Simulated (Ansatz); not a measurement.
# Sn (I4/mmm) in Ansatz: settings compared

Aim: see how the results for Sn move with the level of theory and the settings. Levels: PBE, PBE+D3(BJ), PBE+D4. Tasks: single point, relaxation of cell and atoms.

All numbers are computed with Ansatz 0.2.0; they aren't measurements. Logs are shortened: lines on timing, memory, paths and dates and some standing lists are left out, and cuts for length are marked.

## 1. The structure

It takes space group I4/mmm (No. 139, tetragonal). The conventional cell has a = 4.058 Å, b = 4.058 Å, c = 3.322 Å, α = 90.00°, β = 90.00°, γ = 90.00°. Sn (site symmetry 4/mmm) has 10 Sn at 3.32 Å as nearest neighbours.

This isn't the form of Sn at room conditions, which is tetragonal (white tin).

## 2. Single point, PBE

Contents of input.yaml:

```yaml
crystal:
  lattice:
    - [-2.029189411, 2.029189411, 1.6607599896]
    - [2.029189411, -2.029189411, 1.6607599896]
    - [2.029189411, 2.029189411, -1.6607599896]
  atoms:
    - { symbol: Sn, position: [0.0, 0.0, 0.0] }
hamiltonian:
  xc: pbe
  pseudopotentials: { kind: paw }
kpoints:
  mp_grid: { grid: [10, 10, 10] }
scf:
  occupations: { method: gaussian, width: 0.012 }
output:
  forces: true
  stress: true
  eigenvalues: true
  write_density: true
  write_potential: true
  elf: true
  volumetric_format: npy
```

Potentials or basis: Ansatz PAW.

Command:

```sh
> ansatz run input.yaml --threads 2 --pin off --max-ram 5632MiB --backend cpu --events-out ev --progress --plain --runs-dir out
```

Standard output:

```text
Warning: RAYON_NUM_THREADS=2 ignored (pool sized by the plan → 2); use --threads N
Engine: ansatz 0.2.0, aarch64-unknown-linux-gnu
Pseudopotentials: kind: paw
Pseudopotential: Sn, paw, valence charge 14, recommended cutoff 420 eV (normal), Sn.paw.azcp
Functional definition: PBE
  parameter kappa = 0.804
  parameter beta = 0.06672455060314922
  exchange = pbe_x(kappa = kappa, mu = beta*pi^2/3)
  correlation = pbe_c(beta = beta)
Crystal: 1 atoms, lattice volume = 27.353 Å³
Basis set: ecut = 420 eV, 545 PW (Γ), exchange–correlation on 48×48×48 points (8 copies of the dense FFT grid, shifted against one another)
Bands: 11, of which v1, the nominal top of the filled ones, is band 7 counted from 1 (6 counted from 0)
Symmetry: 16 space group operations
Space group: I4/mmm (ITA 139), of the structure as read, at distance tolerance 3.0e-5 Å
k-points: 102 of 1000
Non-local potential: Sn, projectors of the file, l = 0: 2, l = 1: 2, l = 2: 2, l = 3: 2
PAW form: soft (Blöchl's): semilocal exchange-correlation on the pseudo side does not see the compensation charge
PAW one-centre angular grid: Sn, 590 points (default); XC on 64 Gauss nodes
Initial density: superposition of atomic densities (neutral atoms: chi_scale 0, normalization atom), corrected by the library's trained network
Initial wavefunctions: pseudopotential atomic-orbital guess
Functional: x = pbe(κ = 0.804, μ = 0.2195149727645171), c = pbe(β = 0.06672455060314922)
SCF iter   1: F=—  HF=-6024.142323 eV  |F-HF|=—  |Δ(HF+E_count)|=         —  Δρ=7.62e-4  dr2=1.33e-4  ethr=1.77e-3  ⟨swp⟩=6.0  Hψ=6684  notcnv=0
preconditioner: auto → none  [metal: Δε(μ)=0.010 eV  Ē_g=23.173 eV  σ=0.012 eV  W_gap=0.42  n_scr=4 (ndim 8)  ℏωp=26.6 eV  f_vac=0.000  D(μ)=2.30/eV (n_scr^D=18)  sad-step TF]
SCF iter   2: F=—  HF=-6024.141691 eV  |F-HF|=—  |Δ(HF+E_count)|=   6.32e-4  Δρ=5.42e-4  dr2=7.43e-5  ethr=9.48e-7  ⟨swp⟩=2.2  Hψ=2829  notcnv=0
SCF iter   3: F=—  HF=-6024.141704 eV  |F-HF|=—  |Δ(HF+E_count)|=   1.32e-5  Δρ=2.34e-4  dr2=1.21e-5  ethr=5.31e-7  ⟨swp⟩=2.0  Hψ=1812  notcnv=0  defer=1
SCF iter   4: F=—  HF=-6024.141711 eV  |F-HF|=—  |Δ(HF+E_count)|=   7.67e-6  Δρ=9.80e-5  dr2=2.56e-6  ethr=8.62e-8  ⟨swp⟩=1.0  Hψ=1100  notcnv=0  defer=1
SCF iter   5: F=—  HF=-6024.141713 eV  |F-HF|=—  |Δ(HF+E_count)|=   1.34e-6  Δρ=3.91e-5  dr2=3.19e-7  ethr=1.83e-8  ⟨swp⟩=1.9  Hψ=1226  notcnv=0  defer=1
SCF iter   6: F=-6024.141713 eV  HF=-6024.141713 eV  |F-HF|=8.83e-8  |Δ(HF+E_count)|=   1.00e-7  Δρ=1.61e-5  dr2=5.04e-8  ethr=7.14e-10  ⟨swp⟩=8.9  Hψ=7589  notcnv=0
SCF 1 converged in 6 iterations: F = -6024.141713 eV  dr2 = 5.04e-8
SCF converged after 6 iterations
Free energy (F): -6024.141713 eV
Harris-Foulkes:  -6024.141713 eV  (|F-HF|=8.83e-8)
Internal energy: -6024.141547 eV  (E = F + TS)
E sigma→0 (E₀):  -6024.141630 eV
Entropy (-TS):   -0.000165 eV (-0.165 meV/atom)
Fermi energy:    10.666344 eV
--- Per-component energies (eV) ---
  E_band       = -82.350955
  E_kinetic    = 185.944840
  E_local      = -831.837676  (includes V_loc(G=0)·N_el)
  E_nonlocal   = -32.676424
  E_hartree    = 522.731749
  E_xc         = -382.864963
  E_vxc        = -96.288182  (∫ρ·V_xc dr)
  E_paw        = -4134.881099  (= ΣΔE_a)
  E_vpaw       = -352.947415  (= ΣTr[D̂ρ^β])
  E_aug_tail   = -0.000000  (compensation charges beyond the density's cutoff)
  E_ewald      = -1350.557974
  E_smearing   = -0.000165  (= −TS)
  E_closure    = 0.000000  (closes the sum)
  Σ components = -6024.141713   (vs F -6024.141713, Δ=0.00e0)
--- Forces (eV/Å), atoms counted from 1 ---
  atom   1  Sn     0.00000000     0.00000000     0.00000000
  max |Σ_I F_I| component: 7.89e-31 eV/Å
--- Stress (GPa, compression-positive) ---
        0.278493       0.000000       0.000000
        0.000000       0.278493      -0.000000
        0.000000       0.000000       1.844791
  P = ⅓ Tr σ = 0.8006 GPa (8.006 kbar)
--- Band table (eV; the first three rows and the last of 102) ---
  k-point 0: bands = ["-10.8341", "-10.7601", "-10.7601", "-10.7583", "-10.6426", "-0.3060", "17.5035", "17.5035", "20.0658", "20.9693", "22.1183"]
  k-point 1: bands = ["-10.8241", "-10.7625", "-10.7624", "-10.7453", "-10.6469", "-0.1184", "15.4717", "17.6392", "19.4823", "21.5858", "22.4279"]
  k-point 2: bands = ["-10.7997", "-10.7719", "-10.7684", "-10.7063", "-10.6579", "0.4438", "12.4798", "17.9852", "18.3821", "21.7677", "22.0059"]
  k-point 101: bands = ["-10.8700", "-10.8037", "-10.6170", "-10.6170", "-10.5848", "7.3381", "9.1732", "9.1732", "13.2616", "13.7884", "16.8201"]
```

Run time: 0.94 s. Hardware: 2 threads of Arm Neoverse V2, shared host; peak memory 0.28 GiB.

Results:

* Free energy: -6024.1417 eV
* Pressure: 0.8 GPa
* Band gap on the k mesh: none (metal or under the smearing width)

## 3. Single point, PBE

Edit input.yaml of step 2 so:

```diff
@@ -13,3 +13,3 @@
 scf:
-  occupations: { method: gaussian, width: 0.012 }
+  occupations: { method: gaussian, width: 0.025 }
 output:
```

Potentials or basis: Ansatz PAW.

Command:

```sh
> ansatz run input.yaml --threads 2 --pin off --max-ram 5632MiB --backend cpu --events-out ev --progress --plain --runs-dir out
```

Run time: 0.94 s. Hardware: 2 threads of Arm Neoverse V2, shared host; peak memory 0.28 GiB.

The run converged. Its results:

| Property | Result |
| --- | --- |
| Free energy | -6024.1419 eV |
| Pressure | 0.8 GPa |
| Band gap on the k mesh | none (metal or under the smearing width) |

Stress tensor (GPa, compression positive):
```
0.34 0.00 0.00
0.00 0.34 0.00
0.00 0.00 1.77
```

Levels at points of the mesh, in eV from the Fermi level:
```tsv
k point	band 5	band 6	band 7	band 8	band 9	band 10
(0.00, 0.00, 0.00)	-21.31	-10.98	6.83	6.83	9.40	10.30
(0.00, 0.00, -0.50)	-21.27	-7.21	-4.61	5.85	7.82	10.43
(0.00, -0.50, 0.00)	-21.26	-5.70	-4.09	3.14	4.40	7.25
(-0.50, -0.50, -0.50)	-21.25	-3.33	-1.50	-1.50	2.59	3.12
```

## 4. Single point, PBE

Edit input.yaml of step 3 so:

```diff
@@ -13,3 +13,3 @@
 scf:
-  occupations: { method: gaussian, width: 0.025 }
+  occupations: { method: gaussian, width: 0.026 }
 output:
@@ -18,5 +18 @@
   eigenvalues: true
-  write_density: true
-  write_potential: true
-  elf: true
-  volumetric_format: npy
```

Command:

```sh
> ansatz run input.yaml --threads 2 --pin off --max-ram 5632MiB --backend cpu --events-out ev --progress --plain --runs-dir out
```

Wall time 0.7 s (2 threads of Arm Neoverse V2, shared host); peak memory 0.27 GiB.

Results (log left out):

```yaml
Free_energy: -6024.1420 eV
Pressure: 0.8 GPa
Band_gap_on_the_k_mesh: none (metal or under the smearing width)
```

Stress tensor (GPa, compression positive):
```
0.34 0.00 0.00
0.00 0.34 0.00
0.00 0.00 1.77
```

Levels at points of the mesh, in eV from the Fermi level:
```tsv
k point	band 3	band 4	band 5	band 6	band 7	band 8	band 9	band 10	band 11
(0.00, 0.00, 0.00)	-21.43	-21.43	-21.31	-10.98	6.83	6.83	9.40	10.30	11.45
(0.00, 0.00, -0.50)	-21.40	-21.36	-21.27	-7.21	-4.61	5.85	7.82	10.43	10.98
(0.00, -0.50, 0.00)	-21.35	-21.29	-21.26	-5.70	-4.09	3.14	4.40	7.25	7.43
(-0.50, -0.50, -0.50)	-21.29	-21.29	-21.25	-3.33	-1.50	-1.50	2.59	3.12	6.15
```

(Continued in part 2 of 2.)
